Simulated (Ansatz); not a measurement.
**Response to strain in ZnGeP2**

Take ZnGeP2 in the chalcopyrite structure (space group I-42d, No. 122) as the base.

```
CELL_PARAMETERS angstrom
     -2.71213     2.71213     5.35485
      2.71213    -2.71213     5.35485
      2.71213     2.71213    -5.35485
ATOMIC_POSITIONS crystal
  Zn 0.00000 0.00000 0.00000
  Zn 0.75000 0.25000 0.50000
  Ge 0.50000 0.50000 0.00000
  Ge 0.25000 0.75000 0.50000
  P  0.87500 0.87334 0.49834
  P  0.12666 0.62500 0.00166
  P  0.37500 0.37666 0.50166
  P  0.62334 0.12500 0.99834
```

Cartesian axes are those of the cell as printed.

Strains are applied to the cell and any free atomic positions relax; under biaxial strain the out-of-plane vector relaxes too.

Computed with DFT with PBEsol, PAW potentials and a 420 eV plane-wave cutoff in Ansatz (a first-principles code), no spin-orbit coupling.

Notes on the quantities. energy relative to the base: free energy F.

| biaxial strain, plane normal [001], relaxed out of plane (%) | energy relative to the base (meV/atom) |
|---|---|
| -3 | 15.9 |
| -2.25 | 8.8 |
| -1.5 | 3.8 |
| -0.75 | ? |
| 0 | 0.0 |

**Question.** Fit ΔE = Aε² + Bε³ (ε in %) to the rows shown and predict the withheld row.

**Answer.** Least squares on the printed values gives A = 1.63 and B = -0.045 meV/atom (largest residual 0.0 meV/atom); this predicts 0.9 meV/atom, and the run gives 0.9 meV/atom, in agreement.

Whether these cells are dynamically stable was not tested.
